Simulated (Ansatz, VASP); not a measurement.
## SnSe in VASP and in Ansatz

```
Sn Se
1.0
     0.00000    3.03052    3.03052
     3.03052    0.00000    3.03052
     3.03052    3.03052    0.00000
Sn Se
1 1
Direct
  0.00000 0.00000 0.00000
  0.50000 0.50000 0.50000
```

Alike in both runs: functional PBE; k mesh 10 × 10 × 10; occupations gaussian, width 0.02 eV; no spin polarisation.

Ansatz relaxed the structure, and its values are those at the end. VASP's run is a single point on that final structure, the one shown.

|  | VASP | Ansatz |
| --- | --- | --- |
| version | VASP 6.6.1 | Ansatz 0.2.0 |
| potentials or method | VASP PAW PBE potentials, release 64 (Sn_d, Se) | scalar-relativistic, plane waves, PAW |
| plane-wave cutoff (eV) | 520 | 420 |
| valence electrons in the cell | 20 | 30 |

VASP gave:

* gap on the k mesh at the Fermi level (eV): 0.49
* least direct gap on the mesh (eV): 0.50
* pressure (GPa): 0.0

**Question.** Which values does Ansatz return?

**Answer.** gap on the k mesh at the Fermi level (eV): 0.49; least direct gap on the mesh (eV): 0.49; pressure (GPa): 0.0.

With one functional, cell and mesh, what is left measures potentials, basis and numerics. The two sets of potentials don't hold the same shells in valence.

Caveats: spin-orbit coupling is left out, which moves the levels of the heavy elements. A k mesh can miss the band edges.
